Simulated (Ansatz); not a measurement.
**Ionic part of the dielectric constant of BaO at 30 GPa, mode by mode**

Level of theory: DFT PBEsol, scalar-relativistic, plane waves, PAW in Ansatz 0.2.0. Cutoff 420 eV, 10×10×10 k-points (Γ-centred), fixed occupations. No spin polarisation. Phonons by linear response, acoustic sum rule imposed.

Symmetry: Fm-3m, No. 225, cubic system. Conventional cell: a = 5.087 Å, b = 5.087 Å, c = 5.087 Å, α = 90.00°, β = 90.00°, γ = 90.00°. Ba (site symmetry m-3m) has 6 O at 2.54 Å as nearest neighbours. O (site symmetry m-3m) has 6 Ba at 2.54 Å as nearest neighbours.

Spin–orbit coupling is left out, which matters for heavy elements. The real crystal has changed phase below this pressure. The bands were filled as in an insulator; under compression the gap may have closed between mesh points.

The primitive cell has V = 32.91 Å³ and ε∞,zz = 4.585. Each polar mode adds Δε = (4.92064×10⁷/V)·S/ν² along z, with S its oscillator strength in e²/amu, ν in cm⁻¹ and V in Å³.

Task: From these modes, find each Δε and ε0,zz.
```csv
ν (cm⁻¹),S_zz (e²/amu)
155.8,0.6703
```

Result:
| ν (cm⁻¹) | Δε |
| --- | --- |
| 155.8 | 41.29 |

The sum is 41.295, so ε0,zz = 45.88; the run's tensor has 45.88.

Task: Where do the longitudinal modes lie for a wave vector along z?

Result: At 493 cm⁻¹. The Lyddane–Sachs–Teller product Π(ν_LO/ν_TO)² = 10.01 matches ε0/ε∞ = 10.01.